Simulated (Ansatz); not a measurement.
Space group Im-3m (No. 229). a = 3.213 Å, b = 3.213 Å, c = 3.213 Å, α = 90.00°, β = 90.00°, γ = 90.00°
```tsv
atom	site	symmetry	x	y	z
Al	2a	m-3m	0.0000	0.0000	0.0000
```

Equation of state of this Al structure (not necessarily the ground state), with shape and atoms relaxed at each volume where symmetry leaves them free. It has no gap at any of these volumes. These are results of DFT PBEsol, scalar-relativistic, plane waves, PAW in Ansatz, not measurements.

Cutoff 420 eV; k points 18×18×18 on the computed 1-atom cell (Γ-centred); Gaussian smearing, width 0.10 eV; no spin polarisation.

```json
{"V (Å³/atom)": "14.593", "E − E(largest V) (meV/atom)": "36.49", "P (GPa)": "12.24"}
{"V (Å³/atom)": "15.090", "E − E(largest V) (meV/atom)": "4.63", "P (GPa)": "8.42"}
{"V (Å³/atom)": "15.588", "E − E(largest V) (meV/atom)": "-16.41", "P (GPa)": "5.19"}
{"V (Å³/atom)": "16.085", "E − E(largest V) (meV/atom)": "-28.26", "P (GPa)": "2.43"}
{"V (Å³/atom)": "16.583", "E − E(largest V) (meV/atom)": "-32.15", "P (GPa)": "0.04"}
{"V (Å³/atom)": "17.080", "E − E(largest V) (meV/atom)": "-29.07", "P (GPa)": "-2.02"}
{"V (Å³/atom)": "17.578", "E − E(largest V) (meV/atom)": "-19.96", "P (GPa)": "-3.79"}
{"V (Å³/atom)": "18.241", "E − E(largest V) (meV/atom)": "0.00", "P (GPa)": "-5.73"}
```

Problem. Fit a third-order Birch–Murnaghan equation to E(V).

Solution. V0 = 16.60 Å³/atom, B0 = 74 GPa, B0' = 3.8.

This bcc form isn't the element's structure at ambient conditions.